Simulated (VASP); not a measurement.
A run of VASP 6.6.1 is set up as follows.

Contents of INCAR:

```
SYSTEM = ZrN
ALGO     = Normal         ! electronic algorithm
EDIFF    = 1E-6           ! SCF threshold, eV
EDIFFG   = -0.005         ! ionic threshold
ENCUT    = 600            ! plane-wave cutoff, eV
IBRION   = 2              ! ionic algorithm
ISIF     = 3              ! what is computed and relaxed
ISMEAR   = 1              ! smearing method
LASPH    = .TRUE.         ! aspherical terms in the spheres
LCHARG   = .FALSE.        ! write CHGCAR
LREAL    = .FALSE.        ! projectors in reciprocal space
LWAVE    = .FALSE.        ! write WAVECAR
NELM     = 120            ! most SCF steps
NSW      = 40             ! ionic steps
PREC     = Accurate       ! precision mode
SIGMA    = 0.1            ! smearing width, eV
```

KPOINTS

```
k-points
0
G
  16 16 16
  0 0 0
```

Contents of POSCAR:

```
ZrN
1.0
    0.0000000000      2.2800000000      2.2800000000
    2.2800000000      0.0000000000      2.2800000000
    2.2800000000      2.2800000000      0.0000000000
Zr N
1 1
Direct
    0.0000000000      0.0000000000      0.0000000000
    0.5000000000      0.5000000000      0.5000000000
```

Potentials or basis: VASP PAW LDA potentials, release 64 (Zr_sv, N).

Command:

```sh
$ cat potpaw_LDA.64/Zr_sv/POTCAR potpaw_LDA.64/N/POTCAR > POTCAR
$ mpirun -np 1 vasp_std > vasp.out
```

Q: What does it give for the space group after relaxing (to 0.05 Å)?

A: Fm-3m (No. 225).

Q: Predict the relaxed cell.

A: a = 3.202 Å, b = 3.202 Å, c = 3.202 Å, α = 60.00°, β = 60.00°, γ = 60.00°.

Q: What does it give for the relaxed volume?

A: 11.61 Å³/atom.

The path:
| step | energy change (eV) | largest force (eV/Å) | pressure (GPa) | volume (Å³) |
| --- | --- | --- | --- | --- |
| 1 | 0.0000 | 0.0000 | -5.63 | 23.70 |
| 2 | 0.0252 | 0.0000 | 12.35 | 22.30 |
| 3 | -0.0088 | 0.0000 | -0.08 | 23.22 |
| 4 | -0.0088 | 0.0000 | 0.01 | 23.21 |
